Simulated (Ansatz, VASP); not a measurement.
**As: VASP beside Ansatz**

File INCAR:

```
SYSTEM = As
  PREC = Accurate
  ENCUT = 520
  EDIFF = 1E-6
  ISMEAR = -1
  SIGMA = 0.05
  LREAL = .False.
  LASPH = .True.
  NELM = 100
  ALGO = Normal
  ISIF = 2
  LWAVE = .False.
  LCHARG = .False.
  NBANDS = 12
```

The input KPOINTS:

```
Automatic mesh
0
Gamma
  13 13 13
  0 0 0
```

The input POSCAR:

```
As
1.0
    0.0000000000      2.4412652003      2.4412652003
    2.4412652003      0.0000000000      2.4412652003
    2.4412652003      2.4412652003      0.0000000000
As
2
Direct
   -0.1250000000     -0.1250000000     -0.1250000000
    0.1250000000      0.1250000000      0.1250000000
```

Input for Ansatz:

```yaml
crystal:
  lattice:
    - [0.0, 2.4412652003, 2.4412652003]
    - [2.4412652003, 0.0, 2.4412652003]
    - [2.4412652003, 2.4412652003, 0.0]
  atoms:
    - { symbol: As, position: [-0.125, -0.125, -0.125] }
    - { symbol: As, position: [0.125, 0.125, 0.125] }
kpoints:
  mp_grid: { grid: [13, 13, 13] }
scf:
  occupations: { method: fermi_dirac, width: 0.05 }
hamiltonian:
  xc: lda
  pseudopotentials: { kind: all_electron, lapw: { basis_error: 0.001 } }
output:
  forces: true
  stress: true
  eigenvalues: true
  populations: true
```

Change from the starting cell: volume scaled by 0.55, LAPW.

Alike in both runs: task single point; functional LDA; k mesh 13 × 13 × 13; occupations fermi-dirac, width 0.05 eV; no spin polarisation.

|  | VASP | Ansatz |
| --- | --- | --- |
| version | VASP 6.6.1 | Ansatz 0.2.0 |
| potentials or method | VASP PAW LDA potentials, release 64 (As) | all-electron LAPW, scalar-relativistic |
| plane-wave cutoff (eV) | 520 | see its input |

|  | VASP | Ansatz | Ansatz less VASP |
| --- | --- | --- | --- |
| pressure (GPa) | 104.4 | 100.8 | -3.65 |

Ansatz ran all-electron here, so the differences hold the error of VASP's frozen core and of both bases.

Caveats: the cell as given lies far from equilibrium; so large a pressure means that the cell lies far from this level's equilibrium, or that cutoff or potentials fall short (VASP).
